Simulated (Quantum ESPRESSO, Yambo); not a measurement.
Planning a run of Yambo 5.3.0 on CdS (Hawleyite). The input:

```
optics
bss
bse
em1s
dipoles
rim_cut
RandQpts= 1000000
RandGvec= 1 RL
Chimod= "HARTREE"
BSKmod= "SEX"
BSEmod= "resonant"
BSSmod= "d"
BSENGexx= 30 Ry
BSENGBlk= 6 Ry
% BSEQptR
 1 | 1 |
%
% BSEBands
 11 | 18 |
%
% BEnRange
 0 | 7 | eV
%
% BDmRange
 0.1 | 0.1 | eV
%
BEnSteps= 141
% BLongDir
 1 | 0 | 0 |
%
% BndsRnXs
 1 | 109 |
%
NGsBlkXs= 6 Ry
% LongDrXs
 1 | 1 | 1 |
%
% KfnQP_E
 1.037 | 1.0 | 1.0 |
%
WRbsWF
```

```sh
OMP_NUM_THREADS=1 mpirun -n 4 yambo -F bse3.in -J bse3 -C bse3 > bse3.log
```

The stored states that it reads are on a 4×4×4 mesh. It takes space group F-43m (No. 216, cubic). Conventional cell: a = 5.833 Å, b = 5.833 Å, c = 5.833 Å, α = 90.00°, β = 90.00°, γ = 90.00°. Nearest to Cd lie 4 S at 2.53 Å. S has 4 Cd at 2.53 Å nearest. Farther neighbours and most contacts between anions are not listed.

**Question.** Estimate wall time and host memory on 4 MPI ranks of Arm Neoverse V1, shared host.

It took 45 s; on shared hardware allow 23 s to 91 s. Peak host memory was 1.5 GiB.

The kernel grows as the square of the matrix size, and full diagonalisation as its cube.

[Paths, hosts, dates, memory and timing lines, banners, echoed tables and standing remarks are left out of the program output.]

[Logs are printed without paths, hosts, clocks, repeated set-up lines and the standing remarks that a program may print on its own settings, such as how far it seeks lower states.]

[Runs of the session that timed out or met a known fault of the program may be left out.]

[Hosts, paths, dates, database ids (printed as entryN), source tags and the programs' standing remarks are cut or masked in the printed files.]
